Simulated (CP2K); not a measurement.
TaN under changes of volume

One of the cells (10.813 Å³/atom); the others are scaled copies at fixed shape and fractional positions:

```
CELL_PARAMETERS angstrom
3.12728 0.00000 0.00000
1.56364 2.70831 0.00000
1.56364 0.90277 2.55342
ATOMIC_POSITIONS crystal
Ta 0.50000 0.50000 0.50000
N 0.00000 0.00000 0.00000
```

The cell comes from a database or a generator and needn't be the stable form of this composition.

| Item | Value |
| --- | --- |
| Program | CP2K 2026.2 |
| Functional | PBEsol |
| Potentials or basis | POTENTIAL_UZH Ta GTH-PBE-q13, N GTH-PBE-q5; TZVP-MOLOPT-PBE-GTH basis |
| Density cutoff | 6123 eV |
| k mesh | 10 × 10 × 10 |
| Occupations | fermi-dirac, width 0.05 eV |
| Spin | no spin polarisation |

| volume (Å³/atom) | energy over the lowest point (meV/atom) | pressure (GPa) |
| --- | --- | --- |
| 10.164 | ? | ? |
| 10.381 | 0.00 | 0.0 |
| 10.597 | 4.80 | -7.0 |
| 10.813 | 18.53 | -13.2 |
| 11.030 | 40.44 | -18.8 |
| 11.246 | 69.32 | -23.8 |
| 11.462 | 104.60 | -28.3 |

Task: What does the run at 10.164 Å³/atom give?

Result: Energy over the lowest point 5.18 meV/atom; pressure 7.8 GPa.

Worked out: A Birch-Murnaghan fit of order 3 (a polynomial in V^(-2/3)) to the other rows has its minimum at 10.38 Å³/atom with B0 = V·E''(V) = 358 GPa and B' = 4.5. It gives 5.32 meV/atom at 10.164 Å³/atom, against the run's 5.18, and -dE/dV = 8.0 GPa, against 7.8.

Energies are extrapolated to zero smearing.

Caveats: the potentials were made for another functional, which shifts forces and pressure; the basis of atomic orbitals isn't converged, which shifts pressures, moduli and gaps.
